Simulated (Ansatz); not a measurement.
A series in volume ratio on MgO

Plane-wave density functional theory, PAW datasets, Gaussian smearing 0.05 eV: equation of state, the given cell scaled in volume with shape and atoms relaxed at each volume. The results are calculated, by Ansatz 0.2.0.

The cell before it is scaled or strained (space group Fm-3m, No. 225):
```
cell vectors (Å)
   0.0000     2.1275     2.1275
   2.1275     0.0000     2.1275
   2.1275     2.1275     0.0000
atoms (fractions of the cell vectors)
Mg  0.00000  0.00000  0.00000
O   0.50000  0.50000  0.50000
```

Settings of every row: paw set soft_2; functional PBE; spin treatment none; moment partition spheres; spin axis none; wave cutoff 420 eV; k mesh 14x14x14; symmetry use detected.

Atom hubbard u: 0 on all atoms.

Limits: the cell was measured well above room temperature.

| row | volume ratio | V (Å³/atom) | energy above given cell (meV per atom) | pressure (GPa) |
| --- | --- | --- | --- | --- |
| 1 | 0.96 | 9.245 | 7.37 | 6.465 |
| 2 | 0.98 | 9.437 | ? | ? |
| 3 | 1 | 9.63 | 0 | -0.127 |
| 4 | 1.02 | 9.822 | 1.88 | -2.951 |
| 5 | 1.04 | 10.015 | 6.98 | -5.501 |

Question: what energy above given cell and pressure should row 2 give?

Worked fit of energy above given cell. Take u = (V_r/V)^(2/3) − 1 with V_r = 9.726 Å³ an atom, which is twice the finite (Eulerian) strain; such expansions in the strain, on which the Birch-Murnaghan equation of state is built, carry the rest volume and the bulk modulus. The shown rows have u = 0.03439, 0.00663, -0.00653, -0.01933. Least squares give energy above given cell = 0.515 − 142.52 × u + 9939 × u² meV per atom; a straight line predicts inner rows, each left out in turn, worse (root mean square 4.4 against 0.021 meV per atom). The rows lie off it by 0.00, -0.01, 0.01, 0.00. Its lowest point lies at u = 0.0072, or V = 9.622 Å³ an atom, and the curvature there gives the bulk modulus with shape and atoms relaxed, B = (4/9)(1 + u)² E″(u)/V = 149 GPa. The withheld row has u = 0.02031, so the fit gives 0.515 − 142.52 × (0.02031) + 9939 × (0.02031)² = 1.72 meV per atom.

The calculation gave 1.74 meV per atom. The fit lies 0.02 meV per atom (1.1 % of the value, 0.27 % of the column's range) below it; its largest miss of a shown row is 0.01 meV per atom.

Worked fit of pressure. Take u = (V_r/V)^(2/3) − 1 with V_r = 9.726 Å³ an atom, which is twice the finite (Eulerian) strain; such expansions in the strain, on which the Birch-Murnaghan equation of state is built, carry the rest volume and the bulk modulus. The shown rows have u = 0.03439, 0.00663, -0.00653, -0.01933. Least squares give pressure = −1.574 + 214.203 × u + 568.92 × u² GPa; a straight line predicts inner rows, each left out in turn, worse (root mean square 0.25 against 0.0051 GPa). The rows lie off it by 0.000, 0.002, -0.003, 0.001. The pressure vanishes at u = 0.0072, or V = 9.622 Å³ an atom, and there the bulk modulus with shape and atoms relaxed is B = −V dP/dV = (2/3)(1 + u) dP/du = 149 GPa. The withheld row has u = 0.02031, so the fit gives −1.574 + 214.203 × (0.02031) + 568.92 × (0.02031)² = 3.011 GPa.

The calculation gave 2.999 GPa. The fit lies 0.012 GPa (0.1 % of the column's range) above it; its largest miss of a shown row is 0.003 GPa.
